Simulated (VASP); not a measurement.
Write the native input for VASP 6.6.1 that does the following.

* Task: relaxation of cell and atoms
* Functional: PBE
* Potentials or basis: VASP PAW PBE potentials, release 64 (Mo_sv, S)
* Cutoff: 600 eV
* k mesh: 12 × 12 × 3
* Occupations: gaussian, width 0.03 eV
* Spin: no spin polarisation
* Further INCAR settings: ALGO = Normal; EDIFF = 1e-07; IBRION = 2; EDIFFG = -0.005; NSW = 90; ISIF = 3

The structure of MoS2 lies in POSCAR:

```
MoS2                                    
1.0
    3.1841422938      0.0000000000      0.0000000000
   -1.5920711469      2.7575481157     -0.0000000000
    0.0000000000     -0.0000000000     14.3321729865
  Mo              S             
     2     4
Direct
     0.3333333332999970    0.6666666667000030    0.2500000000000000
     0.6666666667000030    0.3333333332999970    0.7500000000000000
     0.3333333332999970    0.6666666667000030    0.6409914011311042
     0.6666666667000030    0.3333333332999970    0.1409914011311040
     0.3333333332999970    0.6666666667000030    0.8590085988688958
     0.6666666667000030    0.3333333332999970    0.3590085988688960
```

The input as run:

INCAR

```
SYSTEM = MoS2
ALGO     = Normal         ! electronic algorithm
EDIFF    = 1E-7           ! SCF threshold, eV
EDIFFG   = -0.005         ! ionic threshold
ENCUT    = 600            ! plane-wave cutoff, eV
GGA      = PE             ! functional
IBRION   = 2              ! ionic algorithm
ISIF     = 3              ! what is computed and relaxed
ISMEAR   = 0              ! smearing method
KPAR     = 2            
LASPH    = .TRUE.         ! aspherical terms in the spheres
LCHARG   = .FALSE.        ! write CHGCAR
LREAL    = .FALSE.        ! projectors in reciprocal space
LWAVE    = .FALSE.        ! write WAVECAR
NELM     = 80             ! most SCF steps
NSW      = 90             ! ionic steps
PREC     = Accurate       ! precision mode
SIGMA    = 0.03           ! smearing width, eV
```

KPOINTS

```
k-points
0
G
  12 12 3
  0 0 0
```

Potentials or basis: VASP PAW PBE potentials, release 64 (Mo_sv, S).

Run with:

```console
$ cat potpaw_PBE.64/Mo_sv/POTCAR potpaw_PBE.64/S/POTCAR > POTCAR
$ mpirun -np 2 vasp_std > vasp.out
```

Results of the run:

The pressure after relaxing is 0.0 GPa and the largest force after relaxing is 0.004 eV/Å. The band gap on the k mesh is 1.41 eV, indirect (least direct gap 1.67 eV).

Caveat: the relaxation stopped at its first step, so nothing moved; an odd mesh through Γ misses points on the zone boundary, where band edges often lie; this functional lacks dispersion, which binds the layers, so the pressure and a relaxed spacing across them are unreliable.

It took 74 s on 2 MPI ranks on Intel(R) Xeon(R) Platinum 8559C (Emerald Rapids), with other jobs on the host, peak memory 0.37 GiB a rank.
